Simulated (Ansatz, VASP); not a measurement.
**One calculation of Bi2Se3 (Paraguanajuatite), two programs**

```xyz
5
Lattice="2.0292 1.1716 9.3505 -2.0292 1.1716 9.3505 0.0000 -2.3431 9.3505" Properties=species:S:1:pos:R:3 pbc="T T T"
Bi    0.0000    0.0000   16.8084
Bi    0.0000    0.0000   11.2430
Se    0.0000    0.0000   22.1129
Se    0.0000    0.0000    5.9385
Se    0.0000    0.0000    0.0000
```

Alike in both runs: task single point; functional PBE; k mesh 8 × 8 × 8; occupations fermi-dirac, width 0.05 eV; no spin polarisation.

|  | VASP | Ansatz |
| --- | --- | --- |
| version | VASP 6.6.1 | Ansatz 0.2.0 |
| potentials or method | VASP PAW PBE potentials, release 64 (Bi_d, Se) | JTH PAW |
| plane-wave cutoff (eV) | 520 | 1800 |
| valence electrons in the cell | 48 | 48 |

VASP gave:

| Property | Result |
| --- | --- |
| gap on the k mesh at the Fermi level (eV) | 0.16 |
| least direct gap on the mesh (eV) | 0.16 |
| pressure (GPa) | 7.4 |
| largest component of the traceless stress (GPa) | 0.05 |
| rms of the force components (eV/Å) | 0.290 |

Task: Estimate Ansatz's values.

Result: gap on the k mesh at the Fermi level (eV): 0.16; least direct gap on the mesh (eV): 0.16; pressure (GPa): 7.3; largest component of the traceless stress (GPa): 0.05; rms of the force components (eV/Å): 0.285.

Atom by atom the forces differ by 0.005 eV/Å (rms over components).

Caveats: spin-orbit coupling is left out, which as a rule narrows the gap of such compounds by several tenths of an eV. A k mesh can miss the band edges.
